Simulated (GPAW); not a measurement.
# BN (Fmm2) in GPAW: a series of runs

The runs below take BN through band structure, single point, with r2SCAN, TB-mBJ.

Program: GPAW 26.7.0. These are calculated values, not measurements. Logs are shortened: lines on timing, memory, paths and dates and some standing lists are left out, and cuts for length are marked. The log counts tension as positive stress, the text compression.

### 1 Starting point

Symmetry: Fmm2, No. 42, orthorhombic system. Conventional cell: a = 2.503 Å, b = 6.991 Å, c = 4.332 Å, α = 90.00°, β = 90.00°, γ = 90.00°. N (site symmetry mm2) has 3 B at 1.44 Å as nearest neighbours. Around B (site symmetry mm2) lie 3 N at 1.44 Å.

Measurements of this composition are mostly on another form, of space group No. 194.

### 2 Band structure, r2SCAN

run.py

```python
from ase import Atoms
from ase.dft.bandgap import bandgap
from ase.io import write
from ase.units import GPa
from gpaw import GPAW, PW

atoms = Atoms(['N', 'B'],
              cell=[[0.0, 3.49531583, 2.16609124],
                    [1.2516321, 0.0, 2.16609124],
                    [1.2516321, 3.49531583, 0.0]],
              scaled_positions=[[0.66665134, 0.66665134, 0.33334866],
                                [0.00004865, 0.00004865, 0.99995135]],
              pbc=True)

calc = GPAW(mode=PW(800),
            xc='MGGA_X_R2SCAN+MGGA_C_R2SCAN',
            kpts={'size': (10, 10, 10), 'gamma': True},
            occupations={'name': 'fermi-dirac', 'width': 0.05},
            nbands=11,
            convergence={'density': 1e-05, 'energy': 1e-05},
            maxiter=150,
            txt='gpaw.txt')
atoms.calc = calc
energy = atoms.get_potential_energy()
forces = atoms.get_forces()
stress = atoms.get_stress()
calc.write('gs.gpw')
write('result.traj', atoms)
print(f'Energy: {energy:.6f} eV')
print('Forces (eV/A):')
print(forces.round(4))
print('Stress (GPa):', (stress / GPa).round(3))
print('Fermi level:', round(calc.get_fermi_level(), 4), 'eV')
print(f'Gap: {bandgap(calc)[0]:.4f} eV, direct: {bandgap(calc, direct=True)[0]:.4f} eV')

path = atoms.cell.bandpath('GYTZGXA1Y,TX1,XAZ,LG', npoints=100, eps=1e-4)
bs_calc = calc.fixed_density(kpts=path, symmetry='off', nbands=18,
                             convergence={'bands': 'CBM+6.0', 'eigenstates': 1e-6}, txt='bands.txt')
bs = bs_calc.band_structure()
bs.write('bs.json')
print(f'Gap on the path: {bandgap(bs_calc)[0]:.4f} eV')
```

Potentials or basis: GPAW PAW data sets (gpaw-data 1.2.1), pw.

On the command line:

```sh
OMP_NUM_THREADS=1 python run.py
```

gpaw.txt:

```text
__  _  _
 | _ |_)|_||  |
 |__||  | ||/\| - 26.7.0

Input parameters:
  mode=PW(ecut=800.0),
  convergence={'density': 1e-05, 'energy': 1e-05},
  kpts=MonkhorstPack(size=(10, 10, 10), gamma=True),
  maxiter=150,
  nbands=11,
  occupations=Occupations(name='fermi-dirac', width=0.05),
  xc=XC(name='MGGA_X_R2SCAN+MGGA_C_R2SCAN')

Diagonalizing LCAO Hamiltonian
Converting LCAO to pw mode

       N

       B

Atoms  # Å, Bohr magnetons
|   | symbol |        x |        y |        z |    initial magnetic moments |
|---|--------|----------|----------|----------|-----------------------------|
| 0 |      N | 1.251632 | 3.495316 | 2.888055 | ( 0.0000,  0.0000,  0.0000) |
| 1 |      B | 1.251632 | 3.495316 | 0.000211 | ( 0.0000,  0.0000,  0.0000) |

Unit cell  # Å
| periodic |        x |        y |        z |  lengths |    angles |
|----------|----------|----------|----------|----------|-----------|
|      yes | 0.000000 | 3.495316 | 2.166091 | 4.112078 | 80.289625 |
|      yes | 1.251632 | 0.000000 | 2.166091 | 2.501706 | 36.845822 |
|      yes | 1.251632 | 3.495316 | 0.000000 | 3.712656 | 62.864553 |

Number of symmetries: 4
Symmetry operations  # r_c * U_cc + t_c -> r_c
|   | kind |            matrix            |
|---|------|------------------------------|
| 0 |  σ   |  1, 0, 0,  1, 0,-1,  1,-1, 0 |
| 1 |  E   |  1, 0, 0,  0, 1, 0,  0, 0, 1 |
| 2 |  C2  |  0, 1,-1,  1, 0,-1,  0, 0,-1 |
| 3 |  σ   |  0, 1,-1,  0, 1, 0, -1, 1, 0 |

BZ-sampling:
  Number of BZ points: 1000
  Number of IBZ points: 171

  Monkhorst-Pack size: [10, 10, 10]
  Monkhorst-Pack shift: [0.05, 0.05, 0.05]

K-points  # in reciprocal-cell coordinates
|     |                                coordinates |     weight |
|-----|--------------------------------------------|------------|
|   0 | (  0.00000000,   0.00000000,   0.00000000) | 0.00100000 |
|   1 | (  0.00000000,   0.10000000,   0.10000000) | 0.00200000 |
|   2 | (  0.00000000,   0.20000000,   0.20000000) | 0.00200000 |
|   3 | (  0.00000000,   0.30000000,   0.30000000) | 0.00200000 |
|   4 | (  0.00000000,   0.40000000,   0.40000000) | 0.00200000 |
|   5 | (  0.00000000,   0.50000000,   0.50000000) | 0.00100000 |
|   6 | (  0.10000000,  -0.40000000,   0.50000000) | 0.00200000 |
|   7 | (  0.10000000,   0.00000000,   0.10000000) | 0.00200000 |
|   8 | (  0.10000000,   0.10000000,   0.00000000) | 0.00200000 |
|   9 | (  0.10000000,   0.10000000,   0.10000000) | 0.00800000 |
| ... |                                            |            |
| 170 | (  0.50000000,   0.50000000,   0.50000000) | 0.00400000 |

Plane wave coefficients: 994
Cutoff: 800.0 eV

Spin-components: 1 (collinear spins)
Bands:           11
Projectors:      10
Spin-degeneracy: 2
Datatype:        complex128

Parallelization:
  kpt:    1
  domain: 1
  band:   1

Density:
  Valence electrons: 8.0
  Components: 1
  Grid points: [27 27 27]
  Charge: 0.0  # |e|

Potential:
  Grid points: [27 27 27]

species:
  N:
    name:    Nitrogen
    Z:       7.0
    valence: 5
    core:    2
    charge:  0.0  # [|e|]
    compensation charges:
      type: gauss
      rc: 0.18  # [Å]
      lmax: 2
    cutoffs:
      filter: 1.11  # [Å]
      core: 0.96  # [Å]
    projectors
    | kind |    occ | energy [eV] | rcut [Å] |
    |------|--------|-------------|----------|
    |   2s |  2.000 |     -18.583 |    0.603 |
    |   2p |  3.000 |      -7.089 |    0.529 |
    |    s |        |       8.629 |    0.603 |
    |    p |        |      20.123 |    0.529 |
    |    d |        |       0.000 |    0.577 |

    Using partial waves for N as LCAO basis

  B:
    name:    Boron
    Z:       5.0
    valence: 3
    core:    2
    charge:  0.0  # [|e|]
    compensation charges:
      type: gauss
      rc: 0.20  # [Å]
      lmax: 2
    cutoffs:
      filter: 1.14  # [Å]
      core: 1.38  # [Å]
    projectors
    | kind |    occ | energy [eV] | rcut [Å] |
    |------|--------|-------------|----------|
    |   2s |  2.000 |      -9.443 |    0.635 |
    |   2p |  1.000 |      -3.606 |    0.635 |
    |    s |        |      17.768 |    0.635 |
    |    p |        |      23.605 |    0.635 |
    |    d |        |       0.000 |    0.635 |

    Using partial waves for B as LCAO basis

Reference energy: -2151.211071  # eV

eigensolver:
  PPCG
  Converge bands: occupied
  niter=2

density mixing:
  MSR1-Mixer
  Pratt-step length: 0.05
  Maximum mixing coefficient: 0.75
  Old densities: 10
  SVD Regularization: 0.005
  Good broyden scale: 1.0
  Trust region scale: 1.0
  Backstep threshold: 4.0
  History deletion threshold: 6.0
  Fourier metric: weight=20.0, sigma=0.015

occupation numbers:
  Fermi-Dirac:
    width: 0.0500  # eV

poisson solver:
  ecut: 6400.0  # eV

xc functional:
  name: MGGA_X_R2SCAN+MGGA_C_R2SCAN with 2 nearest neighbor stencil

convergence criteria:
[... 6 lines left out ...]
|iter     | |      energy | eigst |  dens |
|---------|-|-------------|-------|-------|
|iter:   1| |  -23.244876 | +0.44 |       |
|iter:   2| |  -20.297250 | -1.08 | -0.65 |
|iter:   3| |  -19.343727 | -0.80 | -0.69 |
|iter:   4| |  -19.319300 | -2.11 | -1.26 |
|iter:   5| |  -19.325911 | -2.86 | -1.59 |
|iter:   6| |  -19.326628 | -4.08 | -2.23 |
|iter:   7| |  -19.326646 | -5.48 | -3.28 |
|iter:   8| |  -19.326647c| -6.77 | -3.78 |
|iter:   9| |  -19.326647c| -7.63c| -4.80 |
|iter:  10| |  -19.326647c| -8.30c| -5.48c|

Converged in 10 steps
Energy contributions relative to reference atoms: (reference = -2151.211071)

Energy contributions:
  Kinetic:          15.767464
  Coulomb:         -15.925011
  Zero:              0.067983
  External:          0.000000
  Xc:              -19.237083
  Entropy:          -0.000000
  Spinorbit:         0.000000
  ----------------------------
  Free energy:     -19.326647
  Extrapolated:    -19.326647

dipole moment: (0.000000, 0.000000, -5.785434)  # |e|*Ang

Fermi level: 4.858
Eigenvalues  # (at kpt = [0.000, 0.000, 0.000])
| band index |      eig [eV] | occ [0-2] |
|------------|---------------|-----------|
|          0 |       -15.482 |     2.000 |
|          1 |        -1.221 |     2.000 |
|          2 |         1.925 |     2.000 |
|          3 |         1.934 |     2.000 |
|          4 |         8.579 |     0.000 |
|          5 |        15.685 |     0.000 |
|          6 |        15.754 |     0.000 |
|          7 |        17.589 |     0.000 |
|          8 |        18.724 |     0.000 |
|          9 |        30.491 |     0.000 |
|         10 |        31.570 |     0.000 |

Gap: 4.391 eV
Transition (v -> c):
  (s=0, k=158, n=3, [0.50, 0.40, -0.20]) -> (s=0, k=5, n=4, [0.00, 0.50, 0.50])
Direct/indirect transitions are different
Direct gap: 5.419 eV
Transition at: (s=0, k=3, n=3, [0.00, 0.30, 0.30])

Forces  # eV/Ang
|       x |       y |        z |
|---------|---------|----------|
| 0.00000 | 0.00000 | -0.00280 |  # N    0
| 0.00000 | 0.00000 |  0.00275 |  # B    1

Stress tensor  # eV/Ang^3
|        x |        y |        z |
|----------|----------|----------|
| 0.009618 | 0.000000 | 0.000000 |
| 0.000000 | 0.004985 | 0.000000 |
| 0.000000 | 0.000000 | 0.009937 |

# Writing to gs.gpw (mode='')
```

Wall time 5.2 min (1 thread of Arm Neoverse V2, shared host); peak memory 0.31 GiB.

What came out:

```yaml
Free_energy: -19.3266 eV
Pressure: -1.3 GPa
Band_gap_on_the_k_mesh: 4.39 eV, indirect (least direct gap 5.42 eV)
Band_gap_along_the_path: 4.27 eV, indirect (least direct gap 5.21 eV)
```

Forces on the atoms (eV/Å):
```
N    0.000  0.000 -0.003
B    0.000  0.000  0.003
```

Levels at the corners of the path, in eV from the valence-band top:
| point | band 1 | band 2 | band 3 | band 4 | band 5 | band 6 |
| --- | --- | --- | --- | --- | --- | --- |
| Γ | -18.94 | -4.68 | -1.53 | -1.52 | 5.12 | 12.23 |
| Y | -15.70 | -9.51 | -4.43 | -0.58 | 6.41 | 9.99 |
| T | -15.60 | -9.33 | -4.47 | -1.55 | 4.27 | 10.53 |
| Z | -18.75 | -6.36 | -1.55 | -1.52 | 10.17 | 12.19 |
| Γ | -18.94 | -4.68 | -1.53 | -1.52 | 5.12 | 12.23 |
| X | -15.11 | -8.51 | -7.24 | -0.60 | 4.74 | 12.90 |
| A1 | -15.16 | -8.43 | -7.37 | -0.47 | 5.59 | 13.72 |
| Y | -15.70 | -9.51 | -4.43 | -0.58 | 6.41 | 9.99 |
| T | -15.60 | -9.33 | -4.47 | -1.55 | 4.27 | 10.53 |
| X1 | -15.11 | -8.51 | -7.24 | -0.60 | 4.74 | 12.90 |
| X | -15.11 | -8.51 | -7.24 | -0.60 | 4.74 | 12.90 |
| A | -15.16 | -8.43 | -7.37 | -0.47 | 5.59 | 13.72 |
| Z | -18.75 | -6.36 | -1.55 | -1.52 | 10.17 | 12.19 |
| L | -15.66 | -9.42 | -4.44 | -1.10 | 5.14 | 10.45 |
| Γ | -18.94 | -4.68 | -1.53 | -1.52 | 5.12 | 12.23 |

Caveat: the PAW data sets were made with another functional, which shifts forces and pressure a little; the mesh misses the band edges, which the band path finds closer together; the program warned that so skewed a cell can give wrong results. r2SCAN opens gaps a little over a GGA but as a rule still falls short of measured ones.

### 3 Single point, TB-mBJ

run.py

```python
from ase import Atoms
from ase.dft.bandgap import bandgap
from ase.io import write
from gpaw import GPAW, PW

atoms = Atoms(['N', 'B'],
              cell=[[0.0, 3.49531583, 2.16609124],
                    [1.2516321, 0.0, 2.16609124],
                    [1.2516321, 3.49531583, 0.0]],
              scaled_positions=[[0.66665134, 0.66665134, 0.33334866],
                                [0.00004865, 0.00004865, 0.99995135]],
              pbc=True)

calc = GPAW(mode=PW(800),
            xc='TB09',
            kpts={'size': (10, 10, 10), 'gamma': True},
            occupations={'name': 'fermi-dirac', 'width': 0.05},
            nbands=11,
            convergence={'density': 1e-05, 'energy': 1e-05},
            eigensolver='cg',
            maxiter=150,
            txt='gpaw.txt')
atoms.calc = calc
energy = atoms.get_potential_energy()
calc.write('gs.gpw')
write('result.traj', atoms)
print('Fermi level:', round(calc.get_fermi_level(), 4), 'eV')
print(f'Gap: {bandgap(calc)[0]:.4f} eV, direct: {bandgap(calc, direct=True)[0]:.4f} eV')
```

Potentials or basis: GPAW PAW data sets for LDA (gpaw-data 1.2.1), pw.

On the command line:

```sh
OMP_NUM_THREADS=1 python run.py
```

It took 3.8 min on 1 thread of Arm Neoverse V2, shared host; peak memory 0.24 GiB.

Results (log left out):

| Quantity | Value |
| --- | --- |
| Band gap on the k mesh | 5.51 eV, indirect (least direct gap 6.52 eV) |

Levels at points of the mesh, in eV from the valence-band top:
```
           k point  band 2  band 3  band 4  band 5  band 6  band 7
(0.00, 0.00, 0.00)   -4.07   -1.85   -1.85    6.50   12.55   12.60
(0.00, 0.50, 0.50)   -9.09   -4.51   -1.19    5.51   10.78   16.56
(0.50, 0.00, 0.50)   -5.45   -1.87   -1.84   11.37   12.50   12.57
(0.50, 0.50, 0.00)   -9.23   -4.48   -0.39    7.42   10.46   14.07
(0.50, 0.50, 0.50)   -9.17   -4.48   -0.80    6.25   10.77   15.13
```

Caveat: a model potential gives levels but no total energy; the PAW data sets were made with another functional, which shifts forces and pressure a little.
